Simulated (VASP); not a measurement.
# Cu (Fd-3m) in VASP: a series of runs

The runs below take Cu through single point, with BLYP.

All numbers are computed with VASP 6.6.1; they aren't measurements. Logs are shortened: lines on timing, memory, paths and dates and some standing lists are left out, and cuts for length are marked.

**1. Starting point**

The structure is cubic, space group Fd-3m (No. 227). The conventional cell has a = 5.470 Å, b = 5.470 Å, c = 5.470 Å, α = 90.00°, β = 90.00°, γ = 90.00°. Around Cu (site symmetry -43m) lie 4 Cu at 2.37 Å.

This isn't the form of Cu at room conditions, which is fcc.

**2. Single point, BLYP**

The input, INCAR:

```
SYSTEM = Cu
  PREC = Accurate
  ENCUT = 520
  EDIFF = 1E-7
  ISMEAR = -1
  SIGMA = 0.1
  LREAL = .FALSE.
  LASPH = .TRUE.
  NELM = 100
  ALGO = Normal
  ISIF = 2
  LWAVE = .FALSE.
  LCHARG = .FALSE.
  GGA = B5
  ALDAX = 1.0
  AGGAX = 1.0
  AGGAC = 1.0
  ALDAC = 0.0
  NBANDS = 18
```

The input, KPOINTS:

```
Automatic mesh
0
G
  16 16 16
  0 0 0
```

The input, POSCAR:

```
Cu
1.0
    0.0000000000      2.7350937064      2.7350937064
    2.7350937064      0.0000000000      2.7350937064
    2.7350937064      2.7350937064      0.0000000000
Cu
2
Direct
    0.1250000000      0.1250000000      0.1250000000
    0.8750000000      0.8750000000      0.8750000000
```

Potentials or basis: VASP PAW PBE potentials, release 64 (Cu).

Started as:

```bash
> cat potpaw_PBE.64/Cu/POTCAR > POTCAR
> mpirun -np 1 vasp_std > vasp.out
```

OUTCAR:

```text
SYSTEM = Cu
   PREC = Accurate
   ENCUT = 520
   EDIFF = 1E-7
   ISMEAR = -1
   LREAL = .FALSE.
   LASPH = .TRUE.
   NELM = 100
   ISIF = 2
   GGA = B5

 ion  position               nearest neighbor table
   1  0.125  0.125  0.125-   2 2.37   2 2.37   2 2.37   2 2.37
   2  0.875  0.875  0.875-   1 2.37   1 2.37   1 2.37   1 2.37

  LATTYP: Found a face centered cubic cell.
 ALAT       =     5.4701874128

  Lattice vectors:

 A1 = (   0.0000000000,   2.7350937064,   2.7350937064)
 A2 = (   2.7350937064,   0.0000000000,   2.7350937064)
 A3 = (   2.7350937064,   2.7350937064,   0.0000000000)

Analysis of symmetry for initial positions (statically):
=====================================================================
 Subroutine PRICEL returns:
 Original cell was already a primitive cell.

 Routine SETGRP: Setting up the symmetry group for a
 face centered cubic supercell.

 Subroutine GETGRP returns: Found 48 space group operations
 (whereof 12 operations were pure point group operations)
 out of a pool of 48 trial point group operations.

The static configuration has the point symmetry D_3d.
 The point group associated with its full space group is O_h .

Analysis of symmetry for dynamics (positions and initial velocities):
=====================================================================
 Subroutine PRICEL returns:
 Original cell was already a primitive cell.

 Routine SETGRP: Setting up the symmetry group for a
 face centered cubic supercell.

 Subroutine GETGRP returns: Found 48 space group operations
 (whereof 12 operations were pure point group operations)
 out of a pool of 48 trial point group operations.

The dynamic configuration has the point symmetry D_3d.
 The point group associated with its full space group is O_h .

 Subroutine INISYM returns: Found 48 space group operations
 (whereof 12 operations are pure point group operations),
 and found     1 'primitive' translations

----------------------------------------------------------------------------------------

                                     Primitive cell

  volume of cell :      40.9210

  direct lattice vectors                    reciprocal lattice vectors
     0.000000000  2.735093706  2.735093706    -0.182809093  0.182809093  0.182809093
     2.735093706  0.000000000  2.735093706     0.182809093 -0.182809093  0.182809093
     2.735093706  2.735093706  0.000000000     0.182809093  0.182809093 -0.182809093

  length of vectors
     3.868006614  3.868006614  3.868006614     0.316634637  0.316634637  0.316634637

  position of ions in fractional coordinates (direct lattice)
     0.125000000  0.125000000  0.125000000
     0.875000000  0.875000000  0.875000000

  ion indices of the primitive-cell ions
   primitive index   ion index
                 1           1
                 2           2

----------------------------------------------------------------------------------------

 KPOINTS: Automatic mesh

Automatic generation of k-mesh.
 Grid dimensions read from file:
 generate k-points for:   16   16   16

 Generating k-lattice:

  Cartesian coordinates                     Fractional coordinates (reciprocal lattice)
    -0.011425568  0.011425568  0.011425568     0.062500000  0.000000000  0.000000000
     0.011425568 -0.011425568  0.011425568     0.000000000  0.062500000  0.000000000
     0.011425568  0.011425568 -0.011425568     0.000000000  0.000000000  0.062500000

  Length of vectors
     0.019789665  0.019789665  0.019789665

  Shift w.r.t. Gamma in fractional coordinates (k-lattice)
     0.000000000  0.000000000  0.000000000

 Subroutine IBZKPT returns following result:
 ===========================================

 Found    145 irreducible k-points:

 Following reciprocal coordinates:
            Coordinates               Weight
  0.000000  0.000000  0.000000      1.000000
  0.062500  0.000000  0.000000      8.000000
  0.125000  0.000000  0.000000      8.000000
  0.187500  0.000000  0.000000      8.000000
  0.250000  0.000000  0.000000      8.000000
  0.312500  0.000000  0.000000      8.000000
[... 16 lines left out ...]
 -0.125000  0.062500  0.000000     24.000000
 -0.062500  0.062500  0.000000     12.000000
 [... further k-points ...]
   k-points           NKPTS =    145   k-points in BZ     NKDIM =    145   number of bands    NBANDS=     18
   number of dos      NEDOS =    301   number of ions     NIONS =      2
   total plane-waves  NPLWV =  27000
   dimension x,y,z NGX =    30 NGY =   30 NGZ =   30
   dimension x,y,z NGXF=    60 NGYF=   60 NGZF=   60
   ions per type =               2
   NGX,Y,Z   is equivalent  to a cutoff of  12.89, 12.89, 12.89 a.u.
   NGXF,Y,Z  is equivalent  to a cutoff of  25.79, 25.79, 25.79 a.u.
 SYSTEM =  Cu
   PREC   = accura    normal or accurate (medium, high low for compatibility)
   ISTART =      0    job   : 0-new  1-cont  2-samecut
   ICHARG =      2    charge: 1-file 2-atom 10-const
   ISPIN  =      1    spin polarized calculation?
   LNONCOLLINEAR =      F non collinear calculations
   LSORBIT =      F    spin-orbit coupling
   LASPH  =      T    aspherical Exc in radial PAW
   ENCUT  =  520.0 eV  38.22 Ry    6.18 a.u.   7.19  7.19  7.19*2*pi/ulx,y,z
   NELM   =    100;   NELMIN=  2; NELMDL= -5     # of ELM steps
   EDIFF  = 0.1E-06   stopping-criterion for ELM
   LREAL  =      F    real-space projection
   EDIFFG = 0.1E-05   stopping-criterion for IOM
   NSW    =      0    number of steps for IOM
   IBRION =     -1    ionic relax: 0-MD 1-quasi-New 2-CG
   NFREE  =      0    steps in history (QN), initial steepest desc. (CG)
   ISIF   =      2    stress and relaxation
   ISYM   =      2    0-nonsym 1-usesym 2-fastsym
   POTIM  = 0.5000    time-step for ionic-motion
   TEBEG  =    0.0;   TEEND  =   0.0 temperature during run
   PSTRESS=    0.0 pullay stress
   NELECT =      22.0000    total number of electrons
   NUPDOWN=      -1.0000    fix difference up-down
   EMIN   =  10.00;   EMAX   =-10.00  energy-range for DOS
   EFERMI =   0.00;   METHOD = LEGACY
   ISMEAR =    -1;   SIGMA  =   0.10  broadening in eV -4-tet -1-fermi 0-gaus
   EFERMI_NEDOS =   21; number of points for ismear=-14 and -15
   IALGO  =     38    algorithm
   IMIX   =      4    mixing-type and parameters
     AMIX     =   0.40;   BMIX     =  1.00
     AMIX_MAG =   1.60;   BMIX_MAG =  1.00
  volume/ion in A,a.u.               =      20.46       138.07
  Fermi-wavevector in a.u.,A,eV,Ry     =   1.331170  2.515547 24.109708  1.772014
  Thomas-Fermi vector in A             =   2.460201
   LORBIT       =      0    0 simple, 1 ext, 2 COOP (PROOUT), +10 PAW based schemes
   GGA     = B5    functional components
   LHFCALC =     F    Hartree Fock is set to
   AEXX    =    0.0000 exact exchange contribution
   IVDW    =     0    specifies the selected vdW correction
   LEPSILON=     F    determine dielectric tensor
   LRPA    =     F    only Hartree local field effects (RPA)
 non-spin polarized calculation
  energy-cutoff  :      520.00
  volume of cell :       40.92
 maximum number of plane-waves:      1124
 NGX is ok and might be reduce to    30
   NGX = 15   NGY = 15   NGZ = 15

 number of electron      22.0000005 magnetization

 Free energy of the ion-electron system (eV)
  ---------------------------------------------------
  ext. energy  EPLUGINS =         0.00000000
  ---------------------------------------------------
  free energy    TOTEN  =        -4.60164507 eV

  energy without entropy =       -4.57669774  energy(sigma->0) =       -4.58917141

 E-fermi :   2.6759     XC(G=0):  -8.9821

 val. band max:        2.6687456036   @ k =  -0.3750   0.3750   0.0625
 cond. band min:       2.7442650740   @ k =  -0.3750   0.2500   0.0625
 fundamental gap:      0.0755194704
 Fermi energy:         2.6758997758

 k-point     1 :       0.0000    0.0000    0.0000
  band No.  band energies     occupation
      1      -3.1881      2.00000
      2      -0.1063      2.00000
      3      -0.1063      2.00000
      4      -0.1063      2.00000
      5      -0.0916      2.00000
      6      -0.0916      2.00000
[... 10 lines left out ...]
     17      12.9319      0.00000
     18      14.8633      0.00000

 k-point     2 :       0.0625    0.0000    0.0000
  band No.  band energies     occupation
      1      -3.1305      2.00000
      2      -0.1515      2.00000
      3      -0.1515      2.00000
      4      -0.1055      2.00000
      5      -0.0372      2.00000
      6      -0.0372      2.00000
[... 10 lines left out ...]
     17      13.3658      0.00000
     18      15.1682      0.00000

 k-point     3 :       0.1250    0.0000    0.0000
  band No.  band energies     occupation
      1      -2.9594      2.00000
      2      -0.1887      2.00000
      3      -0.1887      2.00000
      4      -0.1024      2.00000
      5       0.0244      2.00000
      6       0.0244      2.00000
[... 10 lines left out ...]
     17      13.8273      0.00000
     18      15.7058      0.00000

 k-point     4 :       0.1875    0.0000    0.0000
  band No.  band energies     occupation
      1      -2.6811      2.00000
      2      -0.2087      2.00000
      3      -0.2087      2.00000
      4      -0.0954      2.00000
      5       0.0752      2.00000
      6       0.0752      2.00000
[... 375 lines left out ...]
      4      -0.0929      2.00000
      5       0.0590      2.00000
      6       0.1325      2.00000
[... 10 lines left out ...]
     17      14.5264      0.00000
     18      15.5553      0.00000

 k-point    23 :      -0.1250    0.0625    0.0000
  band No.  band energies     occupation
      1      -2.8278      2.00000
      2      -0.2369      2.00000
      3      -0.1642      2.00000
      4      -0.0981      2.00000
      5       0.0223      2.00000
      6       0.0832      2.00000
[... 10 lines left out ...]
     17      14.3578      0.00000
     18      15.4929      0.00000

 k-point    24 :      -0.0625    0.0625    0.0000
  band No.  band energies     occupation
      1      -3.0350      2.00000
      2      -0.2019      2.00000
      3      -0.1490      2.00000
      4      -0.1013      2.00000
      5      -0.0227      2.00000
      6       0.0225      2.00000
[... 10 lines left out ...]
     17      13.8267      0.00000
     18      15.4775      0.00000

 [... further k-points ...]

------------------------ aborting loop because EDIFF is reached ----------------------------------------

  FORCE on cell =-STRESS in cart. coord.  units (eV):
  Direction    XX          YY          ZZ          XY          YZ          ZX
  --------------------------------------------------------------------------------------
  -------------------------------------------------------------------------------------
  Total        0.0855841      0.0855841      0.0855841      0.0000000     -0.0000000     -0.0000000
  in kB        3.3508642      3.3508642      3.3508642      0.0000000     -0.0000000     -0.0000000
  external PRESSURE =       3.3508642 kB  Pullay stress =       0.0000000 kB

 VOLUME and BASIS-vectors are now :
 -----------------------------------------------------------------------------
  energy-cutoff  :      520.00
  volume of cell :       40.92
      direct lattice vectors                 reciprocal lattice vectors
     0.000000000  2.735093706  2.735093706    -0.182809093  0.182809093  0.182809093
     2.735093706  0.000000000  2.735093706     0.182809093 -0.182809093  0.182809093
     2.735093706  2.735093706  0.000000000     0.182809093  0.182809093 -0.182809093

 POSITION                                       TOTAL-FORCE (eV/Angst)
 -----------------------------------------------------------------------------------
      0.68377      0.68377      0.68377         0.000000      0.000000      0.000000
      4.78641      4.78641      4.78641        -0.000000     -0.000000     -0.000000
 -----------------------------------------------------------------------------------
    total drift:                               -0.000000      0.000000      0.000000

  FREE ENERGIE OF THE ION-ELECTRON SYSTEM (eV)
  ---------------------------------------------------
  free  energy   TOTEN  =        -4.6016450713 eV

  energy  without entropy=       -4.5766977418  energy(sigma->0) =       -4.58917141
```

It took 1.8 min on 1 thread of Intel Xeon Platinum 8488C (Sapphire Rapids), shared host; peak memory 0.22 GiB.

What came out:

| Item | Value |
| --- | --- |
| Free energy | -4.6016 eV |
| Pressure | 0.3 GPa |
| Band gap on the k mesh | none (metal or under the smearing width) |

Caveat: the PAW data sets were made with another functional, which shifts forces and pressure a little.

**3. Single point, BLYP**

This run uses another cell than the first one, of 18.82 Å³/atom, 0.920 times its volume.

INCAR, as its differences from that of step 2:

```diff
@@ -8,4 +8,4 @@
   LASPH = .TRUE.
-  NELM = 100
-  ALGO = Normal
+  NELM = 60
+  ALGO = Fast
   ISIF = 2
```

The input, KPOINTS:

```
regular mesh
0
G
  11 11 11
  0 0 0
```

The input, POSCAR:

```
Cu
1.0
    0.0000000000      2.6601215775      2.6601215775
    2.6601215775      0.0000000000      2.6601215775
    2.6601215775      2.6601215775      0.0000000000
Cu
2
Direct
    0.1250000000      0.1250000000      0.1250000000
    0.8750000000      0.8750000000      0.8750000000
```

Potentials or basis: VASP PAW PBE potentials, release 64 (Cu).

Started as:

```bash
> cat potpaw_PBE.64/Cu/POTCAR > POTCAR
> mpirun -np 1 vasp_std > vasp.out
```

Run time: 45 s. Hardware: 1 thread of Intel Xeon Platinum 8488C (Sapphire Rapids), shared host; peak memory 0.16 GiB.

It converged, with:

* Free energy: -4.5508 eV
* Pressure: 5.0 GPa
* Band gap on the k mesh: none (metal or under the smearing width)

Levels at points of the mesh, in eV from the Fermi level:
```csv
k point,band 8,band 9,band 10,band 11,band 12,band 13,band 14,band 15
"(0.00, 0.00, 0.00)",-1.94,-1.94,-1.28,-1.28,9.85,9.85,9.85,10.75
```

Caveat: the PAW data sets were made with another functional, which shifts forces and pressure a little.

**4. Single point, BLYP**

This run uses another cell than the first one, of 18.01 Å³/atom, 0.880 times its volume.

The input, INCAR:

```
PREC = Accurate
ENCUT = 520
EDIFF = 1E-6
ISMEAR = -1
SIGMA = 0.1
LREAL = False
LASPH = True
NELM = 100
ALGO = Fast
ISIF = 2
LWAVE = False
LCHARG = False
GGA = B5
ALDAX = 1.0
AGGAX = 1.0
AGGAC = 1.0
ALDAC = 0.0
NBANDS = 18
```

The input, KPOINTS:

```
Automatic mesh
0
Gamma
  11 11 11
```

The input, POSCAR:

```
Cu
1.0
    0.0000000000      2.6209964592      2.6209964592
    2.6209964592      0.0000000000      2.6209964592
    2.6209964592      2.6209964592      0.0000000000
Cu
2
Direct
    0.1250000000      0.1250000000      0.1250000000
    0.8750000000      0.8750000000      0.8750000000
```

Started as:

```bash
> cat potpaw_PBE.64/Cu/POTCAR > POTCAR
> mpirun -np 1 vasp_std > vasp.out
```

Wall time 36 s (1 thread of Intel Xeon Platinum 8488C (Sapphire Rapids), shared host); peak memory 0.16 GiB.

The run converged. Its results:

- Free energy: -4.4840 eV
- Pressure: 8.3 GPa
- Band gap on the k mesh: none (metal or under the smearing width)

Levels at points of the mesh, in eV from the Fermi level:
```tsv
k point	band 7	band 8	band 9	band 10	band 11	band 12	band 13	band 14	band 15	band 16
(0.00, 0.00, 0.00)	-2.02	-2.02	-2.02	-1.32	-1.32	10.17	10.17	10.17	11.02	11.02
```

Caveat: the PAW data sets were made with another functional, which shifts forces and pressure a little.

**5. Overview**

| cell | k mesh | gap on the mesh (eV) | pressure (GPa) |
| --- | --- | --- | --- |
| Fd-3m, 20.46 Å³/atom | 16 × 16 × 16 | none | 0.3 |
| Fd-3m, 18.82 Å³/atom | 11 × 11 × 11 | none | 5.0 |
| Fd-3m, 18.01 Å³/atom | 11 × 11 × 11 | none | 8.3 |

Alike in all rows: task single point; level BLYP; potentials or basis VASP PAW PBE potentials, release 64 (Cu); no spin polarisation; cutoff (eV) 520; smearing fermi-dirac 0.1 eV.

Every run on the cell as given and a fine mesh finds a metal.

Caveats: the PAW data sets were made with another functional, which shifts forces and pressure a little.

Total energies depend on the potentials used, so only differences within one code and one set of settings carry meaning.
